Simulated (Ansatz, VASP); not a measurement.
Two plane-wave programs on Ga

```xyz
1
Lattice="-1.7139 1.7139 1.7139 1.7139 -1.7139 1.7139 1.7139 1.7139 -1.7139" Properties=species:S:1:pos:R:3 pbc="T T T"
Ga    0.0000    0.0000    0.0000
```

Alike in both runs: task single point; functional PBEsol; k mesh 15 × 15 × 15; occupations fermi-dirac, width 0.1 eV; no spin polarisation.

|  | VASP | Ansatz |
| --- | --- | --- |
| version | VASP 6.6.1 | Ansatz 0.2.0 |
| potentials or method | VASP PAW PBE potentials, release 64 (Ga_d) | plane waves (420 eV) with PAW, scalar-relativistic |
| plane-wave cutoff (eV) | 520 | 420 |
| valence electrons in the cell | 13 | 13 |

```tsv
	VASP	Ansatz	Ansatz less VASP
pressure (GPa)	-5.1	-5.1	-0.03
```

Ansatz warned: «pseudo_functional_mismatch».

Caveats: the PAW data sets were made with another functional, which shifts forces and pressure a little (VASP).
